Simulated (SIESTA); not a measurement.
TiTe2 under changes of volume

One of the cells (26.760 Å³/atom); the others are scaled copies at fixed shape and fractional positions:

```xyz
3
Lattice="3.7770 0.0000 0.0000 -1.8885 3.2710 0.0000 0.0000 0.0000 6.4980" Properties=species:S:1:pos:R:3 pbc="T T T"
Te    0.0000    2.1807    4.7903
Te    1.8885    1.0903    1.7077
Ti    0.0000    0.0000    0.0000
```

* Program: SIESTA 5.4.2
* Functional: LDA
* Potentials or basis: PseudoDojo 0.4 standard (LDA files)
* Basis: DZP (energy shift 0.003 Ry; two zetas on semicore shells)
* Grid cutoff: 800 Ry
* Energy shift: 0.003 Ry
* k mesh: 8 × 8 × 4
* Occupations: fermi-dirac, width 0.05 eV
* Spin: no spin polarisation

```csv
volume (Å³/atom),energy over the lowest point (meV/atom),pressure (GPa),largest force (eV/Å)
25.154,?,?,?
25.689,0.00,-0.4,0.200
26.225,3.76,-1.8,0.016
26.760,12.17,-3.1,0.153
27.295,24.70,-4.3,0.312
27.830,40.94,-5.4,0.461
28.365,60.47,-6.3,0.600
```

Problem. What does the run at 25.154 Å³/atom give?

Solution. Energy over the lowest point 1.44 meV/atom; pressure 1.3 GPa; largest force 0.397 eV/Å.

Worked out: A Birch-Murnaghan fit of order 3 (a polynomial in V^(-2/3)) to the other rows has its minimum at 25.56 Å³/atom, just outside them, with B0 = V·E''(V) = 76 GPa and B' = 4.5 at fixed shape and positions, which overstates the stiffness. It gives 1.45 meV/atom at 25.154 Å³/atom, against the run's 1.44, and -dE/dV = 1.3 GPa, against 1.3.

Energies are extrapolated to zero smearing.

Caveats: the basis of atomic orbitals isn't converged, which shifts pressures, moduli and gaps.
